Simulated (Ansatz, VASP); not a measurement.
**Sb in VASP and in Ansatz**

```
CELL_PARAMETERS angstrom
0.00000 2.37124 2.37124
2.37124 0.00000 2.37124
2.37124 2.37124 0.00000
ATOMIC_POSITIONS crystal
Sb 0.00000 0.00000 0.00000
```

This isn't the form of Sb at room conditions, which is rhombohedral.

Alike in both runs: task single point; functional PBEsol; k mesh 18 × 18 × 18; occupations gaussian, width 0.15 eV; no spin polarisation.

|  | VASP | Ansatz |
| --- | --- | --- |
| version | VASP 6.6.1 | Ansatz 0.2.0 |
| potentials or method | VASP PAW PBE potentials, release 64 (Sb) | scalar-relativistic, plane waves, PAW |
| plane-wave cutoff (eV) | 520 | 420 |
| valence electrons in the cell | 5 | 15 |

|  | VASP | Ansatz | Ansatz less VASP |
| --- | --- | --- | --- |
| gap on the k mesh at the Fermi level (eV) | none | none | - |
| pressure (GPa) | -1.2 | -1.2 | +0.03 |

A gap of «none» marks a metal or a gap that the smearing closes. The functional is the same, so the differences come from potentials, cutoffs and numerics. The two sets of potentials don't hold the same shells in valence.

Caveats: the PAW data sets were made with another functional, which shifts forces and pressure a little (VASP). The runs have no spin-orbit coupling, so splittings on Sb are missing.
